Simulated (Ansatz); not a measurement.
# Ge (Fd-3m) in Ansatz: a series of runs, part 2 of 2

Ansatz 0.2.0. The steps go on from the part before.

## (5) Relaxation of cell and atoms, RPBE

Input file input.yaml:

```yaml
crystal:
  lattice:
    - [0.0, 2.82891, 2.82891]
    - [2.82891, 0.0, 2.82891]
    - [2.82891, 2.82891, 0.0]
  atoms:
    - { symbol: Ge, position: [0.75, 0.75, 0.75] }
    - { symbol: Ge, position: [0.5, 0.5, 0.5] }
kpoints:
  mp_grid: { grid: [8, 8, 8] }
scf:
  occupations: { method: fermi_dirac, width: 0.05 }
hamiltonian:
  xc: rpbe
  pseudopotentials: { kind: all_electron, lapw: { basis_error: 0.001 } }
output:
  forces: true
  stress: true
relax:
  f_tol: 0.02
  max_steps: 60
  cell: {}
```

Potentials or basis: all-electron LAPW, scalar-relativistic.

On the command line:

```
ansatz run input.yaml --threads 1 --pin off --max-ram 3072MiB --backend cpu --events-out ev --progress --plain --runs-dir out
```

Log:

```text
Warning: RAYON_NUM_THREADS=1 ignored (pool sized by the plan → 1); use --threads N
The last accepted step is kept in <dir> (removed where the run ends without a failure and the disk answers)
LAPW: plane waves up to 9.461 Å⁻¹, error target 1.0e-3 eV per atom; small_component_spin mean_spin; Ge in spheres of 1.188 Å, 22 of its electrons in bands, Dirac shells [] (how accurate: hamiltonian.pseudopotentials.lapw.basis_error, Limitations)
Engine: ansatz 0.2.0, aarch64-unknown-linux-gnu
Pseudopotentials: kind: all_electron
Pseudopotential: Ge, LAPW, valence charge 22, lapw/all_electron/scalar/gaussian/Ge, Koelling and Harmon's equation, gaussian nucleus
Functional definition: RPBE
  parameter kappa = 0.804
  parameter beta = 0.06672455060314922
  exchange = rpbe_x(kappa = kappa, mu = beta*pi^2/3)
  correlation = pbe_c(beta = beta)
Crystal: 2 atoms, lattice volume = 45.278 Å³
Basis set: ecut = 341.05971824262286 eV, 645 PW (Γ), exchange–correlation at level 2
Bands: 27, of which v1, the nominal top of the filled ones, is band 22 counted from 1 (21 counted from 0)
Symmetry: 48 space group operations
Space group: Fd-3m (ITA 227), of the structure as read, at distance tolerance 3.6e-5 Å
k-points: 29 of 512
Non-local potential: Ge, projectors of the file, none
Initial density: superposition of atomic densities (chi_scale 0.1, normalization cell)
Initial wavefunctions: plane waves of lowest kinetic energy (no species holds an atomic orbital)
Functional: x = rpbe, c = pbe(β = 0.06672455060314922)
iter 1 solved again at ethr=9.78e-4 eV; its pass at ethr=1.00e-1 eV (dr2=4.30e-1 eV) is discarded
SCF iter   1: F=—  HF=-114244.059993 eV  |F-HF|=—  |Δ(HF+E_count)|=         —  Δρ=2.96e-2  dr2=4.33e-1  ethr=9.78e-4  ⟨swp⟩=2.1  Hψ=4834  notcnv=0
preconditioner: auto → Kerker (q_TF=auto, 2.715 Å⁻¹)  [metal: Δε(μ)=0.100 eV  Ē_g=24.315 eV  σ=0.050 eV  W_gap=0.43  n_scr=14 (ndim 8)  ℏωp=29.2 eV  f_vac=0.084  D(μ)=0.06/eV (n_scr^D=0)]
SCF iter   2: F=—  HF=-114244.045133 eV  |F-HF|=—  |Δ(HF+E_count)|=   1.49e-2  Δρ=2.11e-2  dr2=2.69e-1  ethr=9.78e-4  ⟨swp⟩=2.0  Hψ=2194  notcnv=0
SCF iter   3: F=—  HF=-114244.039939 eV  |F-HF|=—  |Δ(HF+E_count)|=   5.19e-3  Δρ=7.15e-3  dr2=4.72e-2  ethr=6.10e-4  ⟨swp⟩=2.0  Hψ=2320  notcnv=0
[... 40 lines left out ...]
SCF iter   2: F=—  HF=-114244.078836 eV  |F-HF|=—  |Δ(HF+E_count)|=   7.89e-7  Δρ=1.63e-5  dr2=2.55e-7  ethr=2.05e-9  ⟨swp⟩=3.0  Hψ=2249  notcnv=0
iter 3 solved again at ethr=3.15e-12 eV; its pass at ethr=5.79e-10 eV (dr2=1.39e-9 eV) is discarded
SCF iter   3: F=-114244.078837 eV  HF=-114244.078837 eV  |F-HF|=4.22e-9  |Δ(HF+E_count)|=   4.72e-7  Δρ=1.71e-6  dr2=1.39e-9  ethr=3.15e-12  ⟨swp⟩=2.0  Hψ=3895  notcnv=0
SCF 4 converged in 3 iterations: F = -114244.078837 eV  dr2 = 1.39e-9
relax step   4: F+E_penalty+E_count = -114244.07883678 eV  Δ(F+E_penalty+E_count) = -5.614e-5 eV  max|allowed force component| = 2.024e-18 eV/Å  Δτ_max = 0.0000 Å  P = +0.006 GPa  Ω = 49.188 Å³  (3 SCF iters, accepted)
iter 1 solved again at ethr=3.15e-12 eV; its pass at ethr=1.00e-1 eV (dr2=1.39e-9 eV) is discarded
SCF iter   1: F=—  HF=-114244.078835 eV  |F-HF|=—  |Δ(HF+E_count)|=         —  Δρ=1.71e-6  dr2=1.38e-9  ethr=3.15e-12  ⟨swp⟩=5.7  Hψ=3851  notcnv=0
SCF iter   2: F=-114244.078835 eV  HF=-114244.078835 eV  |F-HF|=3.26e-9  |Δ(HF+E_count)|=   5.36e-9  Δρ=9.82e-7  dr2=5.92e-10  ethr=3.15e-12  ⟨swp⟩=3.0  Hψ=2295  notcnv=0
SCF 5 converged in 2 iterations: F = -114244.078835 eV  dr2 = 5.92e-10
relax step   5: F+E_penalty+E_count = -114244.07883477 eV  Δ(F+E_penalty+E_count) = +2.004e-6 eV  max|allowed force component| = 3.180e-18 eV/Å  Δτ_max = 0.0000 Å  P = +0.006 GPa  Ω = 49.188 Å³  stress off target by 5.98e-3 GPa  SCF on the basis re-selected at this cell (its energy is not comparable with the rows above)  (2 SCF iters)
basis re-selected at this cell: Δ(F+E_penalty+E_count) = +2.004e-6 eV, ΔP = +0.000 GPa vs the last step (what re-selecting the basis moved, after the strain that the cell walked since its last selection, with what the two solves' SCF thresholds leave and, on support functions, any second-order correction that the steps lacked; it is no measure of the basis error at this ecutwfc). This SCF's stress stands 5.98e-3 GPa from its target on what of the cell is left free (relax.cell.stress_tol is 5.00e-2 GPa) and its largest allowed force component is 3.18e-18 eV/Å (relax.f_tol is 2.00e-2 eV/Å): within both
SCF converged after 2 iterations
Free energy (F): -114244.078835 eV
Harris-Foulkes:  -114244.078835 eV  (|F-HF|=3.26e-9)
Internal energy: -114244.077750 eV  (E = F + TS)
E sigma→0 (E₀):  -114244.078292 eV
Entropy (-TS):   -0.001085 eV (-0.542 meV/atom)
Fermi energy:    8.896430 eV
--- Per-component energies (eV) ---
  E_band       = -2128.007892
  E_kinetic    = 116639.695498
  E_xc         = -4351.686701
  E_electrostatic = -226532.086547  (all electrons and nuclei)
  E_smearing   = -0.001085  (= −TS)
  E_closure    = 0.000000  (closes the sum)
  E_atoms      = -114235.741487  (free atoms, spherical and without spin; not in F)
  Σ components = -114244.078835   (vs F -114244.078835, Δ=0.00e0)
  Basis errors (estimates in eV, not in F): energy 3.8e-4 per atom: plane waves 3.5e-4 (2.1e-4 summed), levels above the bands 5.7e-59, relativity 1.1e-7, radial functions 3.0e-5, core shells 1.3e-11; eigenvalues (radial functions only) 2.0e-7; not estimated: angular momenta, meshes, grids; target (lapw.basis_error) 1.0e-3; muffin-tin radii Ge 1.221 Å
--- Forces (eV/Å), atoms counted from 1 ---
  atom   1  Ge     0.00000000    -0.00000000     0.00000000
  atom   2  Ge     0.00000000     0.00000000     0.00000000
  max |Σ_I F_I| component: 8.67e-19 eV/Å
--- Stress (GPa, compression-positive) ---
        0.005982      -0.000000       0.000000
       -0.000000       0.005982      -0.000000
        0.000000      -0.000000       0.005982
  P = ⅓ Tr σ = 0.0060 GPa (0.060 kbar)
--- Relaxed structure (4 steps of the walk, 4 accepted, 1 SCFs on fresh bases) ---
  F+E_penalty+E_count = -114244.07883477 eV   max|allowed force component| = 3.180e-18 eV/Å   (the final SCF, on the basis selected at the relaxed cell)
  cell:  # Å, volume = 49.1880 Å³
    - [6.623986234404502e-34, 2.9081034382589697, 2.9081034382589697]
    - [2.9081034382589697, -3.5349169394615507e-34, 2.9081034382589697]
    - [2.9081034382589697, 2.9081034382589697, 6.59213756755867e-34]
  atoms:
    - { symbol: Ge, position: [0.7500000000000001, 0.7500000000000001, 0.7500000000000001] }
    - { symbol: Ge, position: [0.5, 0.5, 0.5] }
```

Run time: 29 s. Hardware: 1 thread of Arm Neoverse V1, shared host; peak memory 0.31 GiB.

What came out:

| Property | Result |
| --- | --- |
| Free energy | -114244.0788 eV |
| Relaxed volume | 24.59 Å³/atom |
| Relaxed cell | a = 4.113 Å, b = 4.113 Å, c = 4.113 Å, α = 60.00°, β = 60.00°, γ = 60.00° |
| Space group after relaxing (to 0.05 Å) | Fd-3m (No. 227) |
| Energy gained by relaxing | 30.7 meV/atom |
| Ionic steps | 5 |
| Pressure after relaxing | 0.0 GPa |

Step by step:
| step | energy change (eV) | largest force (eV/Å) | volume (Å³) |
| --- | --- | --- | --- |
| 1 | 0.0000 | 0.0000 | 45.28 |
| 2 | -0.0582 | 0.0000 | 48.23 |
| 3 | -0.0614 | 0.0000 | 49.07 |
| 4 | -0.0615 | 0.0000 | 49.19 |
| 5 | -0.0615 | 0.0000 | 49.19 |

Final structure:
```yaml
crystal:
  lattice:
    - [0.00000, 2.90810, 2.90810]
    - [2.90810, 0.00000, 2.90810]
    - [2.90810, 2.90810, 0.00000]
  atoms:
    - { symbol: Ge, position: [0.75000, 0.75000, 0.75000] }
    - { symbol: Ge, position: [0.50000, 0.50000, 0.50000] }
```

## (6) The runs side by side

```tsv
task	level	cell	cutoff (eV)	smearing	pressure (GPa)	relaxed volume (Å³/atom)
single point	PBE	as given	316	gaussian 0.012 eV	3.6	-
relaxation of cell and atoms	revPBE+D3(BJ)	relaxed	-	fermi-dirac 0.05 eV	0.0	22.89
relaxation of cell and atoms	BLYP	relaxed	-	fermi-dirac 0.05 eV	0.0	25.49
relaxation of cell and atoms	RPBE	relaxed	-	fermi-dirac 0.05 eV	0.0	24.59
```

Alike in all rows: potentials or basis all-electron LAPW, scalar-relativistic; no spin polarisation; k mesh 8 × 8 × 8; basis error allowed 0.001 eV/atom.

Caveats: the volume moved by +13 % from the deposited cell, more than functionals usually miss (some runs).

Compare energies only between runs with the same functional and basis.

## (7) Against experiment

Step 2. Measured gap of Ge: 0.807 eV (direct; 300 K; “Electronic and optical properties of SixGe1-x-ySny alloys lattice-matched to Ge”, 2021, arxiv:2109.02782). This calculation gives 0.04 eV (-0.77 eV). 3 values of this kind are on record (0.666 to 0.807 eV); this one was drawn at random among those near their median. Spin-orbit coupling on Ge is left out. The value is that of PBE on a finite k mesh, which can miss the band edges, without temperature or zero-point motion. Semilocal functionals fall short of measured gaps as a rule.

Step 3. The cell as given is a measured one (22.64 Å³/atom); revPBE+D3(BJ) puts the equilibrium volume +1.1 % from it, thermal expansion not counted.

Step 4. The cell as given is a measured one (22.64 Å³/atom); BLYP puts the equilibrium volume +12.6 % from it, thermal expansion not counted.

Step 5. The cell as given is a measured one (22.64 Å³/atom); RPBE puts the equilibrium volume +8.6 % from it, thermal expansion not counted.
